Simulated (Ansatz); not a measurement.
Consider BaSnO$_{3}$ in the cubic perovskite structure (space group Pm-3m, No. 221).

```cif
data_BaO3Sn
_chemical_formula_sum 'Ba1 Sn1 O3'
_space_group_name_H-M_alt 'P 1'
_space_group_IT_number 1
_cell_length_a 4.13130
_cell_length_b 4.13130
_cell_length_c 4.13130
_cell_angle_alpha 90.000
_cell_angle_beta 90.000
_cell_angle_gamma 90.000
loop_
_space_group_symop_operation_xyz
  'x, y, z'
loop_
_atom_site_label
_atom_site_type_symbol
_atom_site_fract_x
_atom_site_fract_y
_atom_site_fract_z
_atom_site_occupancy
Ba1 Ba 0.00000 0.00000 0.00000 1
Sn1 Sn 0.50000 0.50000 0.50000 1
O1 O 0.00000 0.50000 0.50000 1
O2 O 0.50000 0.50000 0.00000 1
O3 O 0.50000 0.00000 0.50000 1
```

Level of theory: r2SCAN (Ansatz, a first-principles code; PAW; 500 eV plane waves; no SOC).

One change was made to it. Results:

The band gap grows by 0.68 eV to 2.24 eV; the gap character is still indirect, R → Γ; the volume per atom falls by 0.69 Å³, from 14.10 Å³ to 13.41 Å³.

Question: What was done to the base?
A. pressure 1.8 GPa
B. pressure 45 GPa
C. pressure 4.2 GPa
D. pressure 30 GPa
E. pressure 9 GPa

Answer: E, pressure 9 GPa. For comparison, the band gap in the other runs: pressure 1.8 GPa gives 1.71 eV; pressure 45 GPa gives 4.27 eV; pressure 30 GPa gives 3.52 eV; pressure 4.2 GPa gives 1.90 eV.

Load acts through the strain it causes; cell and atoms are relaxed under it. Stability against distortions was not tested. No other phases were tried under pressure.
